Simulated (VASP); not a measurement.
A run of VASP 6.6.1:

The input INCAR:

```
SYSTEM = C
PREC = Accurate
ENCUT = 600
EDIFF = 1E-6
ISMEAR = -1
SIGMA = 0.05
LREAL = .FALSE.
LASPH = .TRUE.
NELM = 80
ALGO = Normal
ISIF = 3
LWAVE = .FALSE.
LCHARG = .FALSE.
GGA = B5
ALDAX = 1.0
AGGAX = 1.0
AGGAC = 1.0
ALDAC = 0.0
IBRION = 2
NSW = 40
EDIFFG = -0.01
```

The input KPOINTS:

```
Automatic mesh
0
G
  12 12 4
  0 0 0
```

File POSCAR:

```
C
1.0
    2.5221000000      0.0000000000      0.0000000000
   -1.2610500000      2.1842026709      0.0000000000
    0.0000000000      0.0000000000      8.2371000000
C
8
Direct
    0.6666666667      0.3333333333      0.8437500000
    0.3333333333      0.6666666667      0.3437500000
    0.6666666667      0.3333333333      0.6562500000
    0.3333333333      0.6666666667      0.1562500000
    0.0000000000      0.0000000000      0.9062500000
    0.0000000000      0.0000000000      0.4062500000
    0.0000000000      0.0000000000      0.5937500000
    0.0000000000      0.0000000000      0.0937500000
```

Potentials or basis: VASP PAW PBE potentials, release 64 (C).

Run with:

```console
$ cat potpaw_PBE.64/C/POTCAR > POTCAR
$ mpirun -np 1 vasp_std > vasp.out
```

Hardware: 1 thread of Intel(R) Xeon(R) Platinum 8488C (Sapphire Rapids), with other jobs on the host.

Problem. How long does it take, and how much memory?

Solution. Run time: 4.8 min on 1 thread of Intel(R) Xeon(R) Platinum 8488C (Sapphire Rapids), on a shared host, peak memory 0.19 GiB. Counts: scf iterations 48, k points 57, ion steps 8.
